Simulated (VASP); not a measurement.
A run of VASP 6.6.1:

Contents of INCAR:

```
SYSTEM = Li
PREC     = Accurate       ! precision mode
ENCUT    = 520            ! plane-wave cutoff, eV
EDIFF    = 1E-7           ! SCF threshold, eV
ISMEAR   = 1              ! smearing method
SIGMA    = 0.1            ! smearing width, eV
LREAL    = .False.        ! projectors in reciprocal space
LASPH    = .True.         ! aspherical terms in the spheres
NELM     = 100            ! most SCF steps
ALGO     = Normal         ! electronic algorithm
ISIF     = 2              ! what is computed and relaxed
LWAVE    = .False.        ! write WAVECAR
LCHARG   = .False.        ! write CHGCAR
GGA      = PE             ! functional
NBANDS   = 12             ! bands
```

Contents of KPOINTS:

```
Automatic mesh
0
Gamma
  10 10 10
  0 0 0
```

The input POSCAR:

```
Li
1.0
    1.5505000000      0.8951800000      7.5883000000
   -1.5505000000      0.8951800000      7.5883000000
    0.0000000000     -1.7903600000      7.5883000000
Li
3
Direct
    0.0000000000      0.0000000000      0.0000000000
    0.2220000000      0.2220000000      0.2220000000
    0.7780000000      0.7780000000      0.7780000000
```

Potentials or basis: VASP PAW PBE potentials, release 64 (Li_sv).

The run is started by

```bash
$ cat potpaw_PBE.64/Li_sv/POTCAR > POTCAR
$ mpirun -np 1 vasp_std > vasp.out
```

Hardware: 1 thread of Intel(R) Xeon(R) Platinum 8375C CPU @ 2.90GHz (Ice Lake), on a shared host.

Problem. Estimate the wall time of this run.

Solution. It took 9.5 min on 1 thread of Intel(R) Xeon(R) Platinum 8375C CPU @ 2.90GHz (Ice Lake) (shared host), peak memory 0.47 GiB. Counts: scf iterations 12, k points 116.
